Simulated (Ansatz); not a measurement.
The following input was run with Ansatz 0.2.0.

```yaml
crystal:
  lattice:
    - [0.0, 2.782950445, 2.782950445]
    - [2.782950445, 0.0, 2.782950445]
    - [2.782950445, 2.782950445, 0.0]
  atoms:
    - { symbol: Li, position: [0.0, 0.0, 0.0] }
    - { symbol: Br, position: [0.5, 0.5, 0.5] }
basis:
  ecutwfc: 420
kpoints:
  mp_grid: { grid: [8, 8, 8] }
hamiltonian:
  xc: pbesol
scf:
  occupations: { method: gaussian, width: 0.02 }
output:
  forces: true
  stress: true
  eigenvalues: true
```

Launched with
```bash
ansatz run input.yaml --threads 1 --pin off --max-ram 1331MiB --backend cpu --events-out ev --progress --plain --runs-dir out
```

Computed with DFT PBEsol, scalar-relativistic, plane waves, PAW (Ansatz 0.2.0).

Abridged output (iterations and final results):

```
SCF iter   1: F=—  HF=-2942.564325 eV  |F-HF|=—  |Δ(HF+E_count)|=         —  Δρ=1.97e-3  dr2=2.20e-3  ethr=1.77e-3  ⟨swp⟩=7.0  Hψ=1960  notcnv=0
SCF iter   2: F=—  HF=-2942.563424 eV  |F-HF|=—  |Δ(HF+E_count)|=   9.01e-4  Δρ=8.54e-4  dr2=2.73e-4  ethr=2.20e-5  ⟨swp⟩=2.8  Hψ=740  notcnv=0
SCF iter   3: F=—  HF=-2942.563379 eV  |F-HF|=—  |Δ(HF+E_count)|=   4.47e-5  Δρ=1.62e-4  dr2=6.02e-6  ethr=2.73e-6  ⟨swp⟩=2.7  Hψ=420  notcnv=0
SCF iter   4: F=—  HF=-2942.563376 eV  |F-HF|=—  |Δ(HF+E_count)|=   2.95e-6  Δρ=3.27e-5  dr2=9.29e-7  ethr=6.02e-8  ⟨swp⟩=2.6  Hψ=414  notcnv=0
SCF iter   5: F=—  HF=-2942.563376 eV  |F-HF|=—  |Δ(HF+E_count)|=   1.34e-8  Δρ=2.74e-5  dr2=5.78e-7  ethr=9.29e-9  ⟨swp⟩=2.0  Hψ=377  notcnv=0
SCF iter   6: F=—  HF=-2942.563376 eV  |F-HF|=—  |Δ(HF+E_count)|=   1.73e-7  Δρ=1.22e-5  dr2=1.16e-7  ethr=5.78e-9  ⟨swp⟩=1.4  Hψ=294  notcnv=0
SCF iter   7: F=-2942.563376 eV  HF=-2942.563376 eV  |F-HF|=3.56e-9  |Δ(HF+E_count)|=   4.07e-8  Δρ=2.54e-6  dr2=4.88e-9  ethr=1.00e-9  ⟨swp⟩=4.2  Hψ=760  notcnv=0
SCF 1 converged in 7 iterations: F = -2942.563376 eV  dr2 = 4.88e-9
SCF converged after 7 iterations
Free energy (F): -2942.563376 eV
Harris-Foulkes:  -2942.563376 eV  (|F-HF|=3.56e-9)
Internal energy: -2942.563376 eV  (E = F + TS)
E sigma→0 (E₀):  -2942.563376 eV
Fermi energy:    3.970231 eV
--- Per-component energies (eV) ---
  E_band       = -104.312930
  E_kinetic    = 154.972768
  E_local      = -318.533623  (includes V_loc(G=0)·N_el)
  E_nonlocal   = 37.352197
  E_hartree    = 81.694929
  E_xc         = -272.535347
  E_vxc        = -118.108178  (∫ρ·V_xc dr)
  E_paw        = -2222.416078  (= ΣΔE_a)
  E_vpaw       = -23.385175  (= ΣTr[D̂ρ^β])
  E_aug_tail   = 0.000010  (compensation charges beyond the density's cutoff)
  E_ewald      = -403.190502
  E_core_change = 0.092270  (= ΣΔE_core)
  E_smearing   =  0.000000  (= −TS)
--- Forces (eV/Å), atoms counted from 1 ---
  atom   1  Li     0.00000000     0.00000000     0.00000000
  atom   2  Br     0.00000000     0.00000000     0.00000000
--- Stress (GPa, compression-positive) ---
       -2.025625       0.000000       0.000000
        0.000000      -2.025625       0.000000
        0.000000       0.000000      -2.025625
  P = ⅓ Tr σ = -2.0256 GPa (-20.256 kbar)
--- Band table (eV; the first three rows and the last of 29) ---
  k-point 0: bands = ["-42.0998", "-11.6846", "1.6596", "1.6596", "1.6596", "6.2808", "12.0313", "12.0313", "12.0313"]
  k-point 1: bands = ["-42.0997", "-11.6260", "1.0888", "1.6191", "1.6191", "6.8118", "11.2553", "11.8427", "11.8427"]
  k-point 2: bands = ["-42.0994", "-11.4781", "0.0357", "1.5270", "1.5270", "7.3732", "10.7474", "10.7474", "11.1263"]
  k-point 28: bands = ["-42.0986", "-11.0819", "-0.3928", "-0.3928", "0.5659", "9.4910", "10.0718", "10.8682", "10.8682"]
```

The calculation finished and met its thresholds.